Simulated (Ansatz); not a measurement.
Li4F: balancing the decomposition

Level of theory: Ansatz, DFT PBE, scalar-relativistic, plane waves, PAW. All cells share a 420 eV cutoff and Γ-centred k meshes spaced at most about 0.3 Å⁻¹ (about 0.25 or finer for metals, 2π included). No spin polarisation.

Formation energies are uncorrected and refer to the elements' standard structures at the same level (F₂ as a molecule).

All energies are static (0 K, no zero-point motion).

A trial structure of Li4F (reached from: PbF4 type (I4/mmm); relaxed: space group I4/mmm (No. 139), a = 4.147 Å, c = 9.188 Å) has a formation energy of -1.057 eV/atom. At its composition the lowest mixture among the elements and 1 reference phase computed alike (others may be missing) consists of these:

| phase | source | ΔE_f (eV/atom) |
| --- | --- | --- |
| Li (solid) | element | -0.004 |
| LiF (P6_3mc) | Materials Project | -2.953 |

The lowest database cell of Li (-0.004) lies slightly below the reference, hence the non-zero entry.

Question: Write the balanced decomposition and find its energy per atom, per formula unit and per mole of formula units.

Answer: Balancing Li and F gives Li4F → 3 Li + LiF. The left side holds 5 atoms, and the products take 3/5 (Li) and 2/5 (LiF) of them. The mixture therefore lies at 3/5 × (-0.004) + 2/5 × (-2.953) = -1.184 eV/atom. The reaction energy is -1.184 − (-1.057) = -0.127 eV/atom. Times 5 atoms that is -0.635 eV per Li4F, and times 96.485 it is -61 kJ per mole of Li4F. Decomposition is downhill, so the trial structure is unstable against this mixture.
